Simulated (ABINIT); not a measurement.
ZnSe (Stilleite): band structure with PW91

**Experimental background.**

From “Alloy Disordering Effects on the Thermal Conductivity and Energy Gap Temperature Dependence of Cd1−xZnxSe Ternary Crystals Grown by the Bridgman Method”, 2023, pmc:10253836, for a bulk crystal of ZnSe at 300 K: band gap 2.695 ± 0.003 eV (an exciton energy, a little under the gap).

ZnSe (Stilleite):

```xyz
2
Lattice="0.0000 2.8338 2.8338 2.8338 0.0000 2.8338 2.8338 2.8338 0.0000" Properties=species:S:1:pos:R:3 pbc="T T T"
Se    4.2507    4.2507    4.2507
Zn    0.0000    0.0000    0.0000
```

```yaml
Program: ABINIT 10.8.3 (patched build)
Task: band structure
Functional: PW91
Potentials_or_basis: JTH PAW PBE v2.0
Cutoff: 544 eV
k_mesh: 8 × 8 × 8
Occupations: fermi-dirac, width 0.05 eV
Spin: no spin polarisation
Fine-grid_cutoff: 1088.46 eV
Exchange_and_correlation_inside_the_PAW_spheres: full angular mesh (pawxcdev 0, this build's default; the released program takes 1)
```

The band gap on the k mesh is 1.25 eV, direct. The valence electrons inside the program's atomic spheres are Se 4.03; Zn 10.77.

Levels at the corners of the path, in eV from the valence-band top:
```tsv
point	band 7	band 8	band 9	band 10	band 11	band 12
Γ	0.00	0.00	0.00	1.25	5.82	5.82
X	-4.76	-2.18	-2.18	2.98	3.45	10.71
W	-4.69	-2.76	-2.66	5.48	5.53	6.98
K	-4.72	-3.08	-1.79	3.58	5.59	9.06
Γ	0.00	0.00	0.00	1.25	5.82	5.82
L	-5.22	-0.86	-0.86	2.52	6.40	6.40
U	-4.72	-3.08	-1.79	3.58	5.59	9.06
W	-4.69	-2.76	-2.66	5.48	5.53	6.98
L	-5.22	-0.86	-0.86	2.52	6.40	6.40
K	-4.72	-3.08	-1.79	3.58	5.59	9.06
```

Wall time 100 s on 1 thread of Arm Neoverse V1, with other jobs on the host, peak memory 0.13 GiB.

A measured gap of ZnSe is 2.695 eV (an exciton energy, a little under the gap; 300 K; “Alloy Disordering Effects on the Thermal Conductivity and Energy Gap Temperature Dependence of Cd1−xZnxSe Ternary Crystals Grown by the Bridgman Method”, 2023, pmc:10253836); the calculated 1.25 eV misses it by -1.44 eV. So large a miss can be the level of theory's own, or it may mean another phase, state or a wrong row. Spin-orbit coupling on Se is left out. The value is that of PW91, without temperature or zero-point motion. Semilocal functionals fall short of measured gaps as a rule.
